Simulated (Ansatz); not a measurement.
Moving spin-orbit coupling in KI

```cif
data_structure
_symmetry_space_group_name_H-M 'P 1'
_symmetry_Int_Tables_number 1
_cell_length_a 4.9961
_cell_length_b 4.9961
_cell_length_c 4.9961
_cell_angle_alpha 60.000
_cell_angle_beta 60.000
_cell_angle_gamma 60.000
_cell_volume 88.18
loop_
_atom_site_label
_atom_site_type_symbol
_atom_site_fract_x
_atom_site_fract_y
_atom_site_fract_z
_atom_site_occupancy
I1 I 0.50000 0.50000 0.50000 1
K1 K 0.00000 0.00000 0.00000 1
```

Kept alike: task band structure; functional PBEsol; k mesh 7 × 7 × 7; occupations fermi-dirac, width 0.05 eV. Program: Ansatz, Ansatz PAW, cutoff 420 eV. The mesh is that of the run's cell of 2 atoms.

```csv
spin-orbit coupling,band gap (eV)
off,3.818
on,3.494
```

Gaps are the smaller of the mesh's and the band path's. All rows use potentials made for PBE.

What does spin-orbit coupling change here?

The band gap runs from 3.494 (on) to 3.818 eV (off). Spin-orbit coupling splits p and d bands at the edges, and the more so the heavier the atoms.
